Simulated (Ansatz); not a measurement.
**CoSi2: opening a crack plane**

CoSi2, Fm-3m, a = 5.360 Å. Ansatz: PBE, PAW, 420 eV, Γ-centred 14×14×5 mesh on 9 atoms, Gaussian smearing 0.15 eV; no spin polarisation. One cut on (111) per cell of 9 atoms is opened rigidly by x, between planes of Co and Si that stand 0.77 Å apart; y is the energy per area (12.440 Å², 1 eV/Å² = 16.02 J/m²).

| x (Å) | y (J/m²) |
| --- | --- |
| 0.00 | 0.000 |
| 0.50 | ? |
| 1.00 | 2.420 |
| 2.00 | 4.191 |
| 3.00 | 4.740 |
| 6.00 | 4.912 |

**Question.** Fit the universal binding curve y = W[1 − (1 + x/l) e^(−x/l)] to the other rows, give the peak stress, and predict the missing value.

**Answer.** Least squares gives W = 4.93 J/m² and l = 0.602 Å. The stress dy/dx peaks at x = l with W/(e l) = 30.1 GPa, for rigid faces. At x = 0.50: x/l = 0.831, y = 0.997 J/m². The run gave 1.012 J/m², so the fit is 0.015 J/m² too low, within the rms miss on the fitted rows (0.020 J/m²).

Cost: 6 runs of about 6.7 core-minutes in all, on AMD EPYC 7R43 (Zen 3) (shared hosts).